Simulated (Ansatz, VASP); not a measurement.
Given: the input of a run of Ansatz 0.2.0 on TiSi2. The cell is a database's computed one, not the measured one.

input.yaml

```yaml
crystal:
  lattice:
    - [0.0, 4.1175163063, 4.2628978354]
    - [2.3895119538, 0.0, 4.2628978354]
    - [2.3895119538, 4.1175163063, 0.0]
  atoms:
    - { symbol: Ti, position: [0.75, 0.75, 0.75] }
    - { symbol: Ti, position: [0.5, 0.5, 0.5] }
    - { symbol: Si, position: [0.41256561, 0.08743439, 0.41256561] }
    - { symbol: Si, position: [0.08743439, 0.41256561, 0.08743439] }
    - { symbol: Si, position: [0.16256561, 0.83743439, 0.16256561] }
    - { symbol: Si, position: [0.83743439, 0.16256561, 0.83743439] }
hamiltonian:
  xc: lda
  pseudopotentials: { kind: paw }
kpoints:
  mp_grid: { grid: [5, 5, 5] }
scf:
  occupations: { method: fermi_dirac, width: 0.05 }
output:
  forces: true
  stress: true
  eigenvalues: true
relax:
  f_tol: 0.01
  max_steps: 40
  cell: { stress_tol: 0.05 }
```

Potentials or basis: Ansatz PAW.

The run is started by

```sh
$ ansatz run input.yaml --threads 2 --pin off --max-ram 5632MiB --backend cpu --events-out ev --progress --plain --runs-dir out
```

Set up the same calculation for VASP 6.6.1. Potentials or basis there: LDA PAW files Si, Ti_sv, 600 eV.

As run (cutoffs and basis follow the program's own potentials, and thresholds, step limits or extra output files can differ):

INCAR

```
SYSTEM = TiSi2
ALGO     = Normal         ! electronic algorithm
EDIFF    = 1E-6           ! SCF threshold, eV
EDIFFG   = -0.01          ! ionic threshold
ENCUT    = 600            ! plane-wave cutoff, eV
IBRION   = 2              ! ionic algorithm
ISIF     = 3              ! what is computed and relaxed
ISMEAR   = -1             ! smearing method
LASPH    = .True.         ! aspherical terms in the spheres
LCHARG   = .False.        ! write CHGCAR
LREAL    = .False.        ! projectors in reciprocal space
LWAVE    = .False.        ! write WAVECAR
NELM     = 80             ! most SCF steps
NSW      = 60             ! ionic steps
PREC     = Accurate       ! precision mode
SIGMA    = 0.05           ! smearing width, eV
```

Contents of KPOINTS:

```
k-points
0
Gamma
  5 5 5
  0 0 0
```

POSCAR

```
TiSi2
1.0
    0.0000000000      4.1175163063      4.2628978354
    2.3895119538      0.0000000000      4.2628978354
    2.3895119538      4.1175163063      0.0000000000
Ti Si
2 4
Direct
    0.7500000000      0.7500000000      0.7500000000
    0.5000000000      0.5000000000      0.5000000000
    0.4125656100      0.0874343900      0.4125656100
    0.0874343900      0.4125656100      0.0874343900
    0.1625656100      0.8374343900      0.1625656100
    0.8374343900      0.1625656100      0.8374343900
```

Potentials or basis: VASP PAW LDA potentials, release 64 (Ti_sv, Si).

Launch:

```sh
$ cat potpaw_LDA.64/Ti_sv/POTCAR potpaw_LDA.64/Si/POTCAR > POTCAR
$ mpirun -np 1 vasp_std > vasp.out
```

Both were run:

|  | Ansatz | VASP |
| --- | --- | --- |
| Relaxed volume | 13.49 Å³/atom | 13.51 Å³/atom |
| Relaxed cell | a = 5.863 Å, b = 4.848 Å, c = 4.689 Å, α = 75.85°, β = 53.30°, γ = 50.85° | a = 5.866 Å, b = 4.850 Å, c = 4.691 Å, α = 75.86°, β = 53.30°, γ = 50.84° |
| Space group after relaxing | Fddd (No. 70) | Fddd (No. 70) |
| Pressure after relaxing | 0.0 GPa | 0.0 GPa |

Ansatz's pressure holds a Pulay term of +0.06 GPa for its cutoff of 420 eV, which the other run lacks.

Ansatz's potentials were made for PBE.

Where Ansatz's input types no cutoff or centring, it takes its own default and a Γ-centred mesh.

The two programs' LDA may be different fits to the electron gas.

Pressure is positive in compression.
